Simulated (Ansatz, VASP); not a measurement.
## Te in VASP and in Ansatz

File INCAR:

```
PREC = Accurate ; ENCUT = 520
EDIFF = 1E-6 ; ISMEAR = -1
SIGMA = 0.05 ; LREAL = False
LASPH = True ; NELM = 80
ALGO = Normal ; ISIF = 2
LWAVE = False ; LCHARG = False
GGA = PS ; NBANDS = 9
```

Contents of KPOINTS:

```
regular mesh
0
Gamma
  7 7 7
```

POSCAR

```
Te
1.0
    2.3059043427      1.3313144930      1.6909537039
   -2.3059043427      1.3313144930      1.6909537039
    0.0000000000     -2.6626289860      1.6909537039
Te
1
Direct
    0.5000000000      0.5000000000      0.5000000000
```

Contents of input.yaml:

```yaml
crystal:
  lattice:
    - [2.3059043427, 1.331314493, 1.6909537039]
    - [-2.3059043427, 1.331314493, 1.6909537039]
    - [0.0, -2.662628986, 1.6909537039]
  atoms:
    - { symbol: Te, position: [0.5, 0.5, 0.5] }
hamiltonian:
  xc: pbesol
  pseudopotentials: { kind: paw }
kpoints:
  mp_grid: { grid: [7, 7, 7] }
  band_path:
    path:
      - [0.0, 0.0, 0.0]
      - [0.4677709699, -0.5322290301, 0.4677709699]
      - [0.5, -0.5, 0.5]
      - [0.4355419398, 0.4355419398, 0.4355419398]
      - [0.0, 0.0, 0.0]
      - [0.5, -0.5, 0.0]
      - [0.5322290301, -0.4677709699, -0.4677709699]
      - [0.5644580602, -0.4355419398, -0.4355419398]
      - [0.5, 0.0, 0.0]
      - [0.5, -0.5, 0.5]
    npoints: 14
scf:
  occupations: { method: fermi_dirac, width: 0.05 }
  n_extra_bands: 6
output:
  forces: true
  stress: true
  eigenvalues: true
  fatbands: false
  write_density: true
  write_potential: true
  elf: true
  volumetric_format: npy
```

This isn't the form of Te at room conditions, which is trigonal, of chains.

Alike in both runs: functional PBEsol; k mesh 7 × 7 × 7; occupations fermi-dirac, width 0.05 eV; no spin polarisation.

|  | VASP | Ansatz |
| --- | --- | --- |
| version | VASP 6.6.1 | Ansatz 0.2.0 |
| potentials or method | VASP PAW PBE potentials, release 64 (Te) | Ansatz PAW |
| plane-wave cutoff (eV) | 520 | 420 |
| valence electrons in the cell | 6 | 16 |
| task | single point | band structure |

```tsv
	VASP	Ansatz	Ansatz less VASP
gap on the k mesh at the Fermi level (eV)	none	none	-
pressure (GPa)	-0.4	-0.5	-0.03
largest component of the traceless stress (GPa)	0.41	0.43	+0.015
```

A gap of «none» marks a metal or a gap that the smearing closes. The two sets of potentials don't hold the same shells in valence.

Caveats: the PAW data sets were made with another functional, which shifts forces and pressure a little (VASP); spin-orbit coupling is left out, which moves the levels of the heavy elements (Ansatz); the PAW data sets come from PBE, with cores solved anew for the run's functional, which leaves a small shift of forces and pressure (Ansatz). Spin-orbit coupling is left out, which matters for the levels of Te.
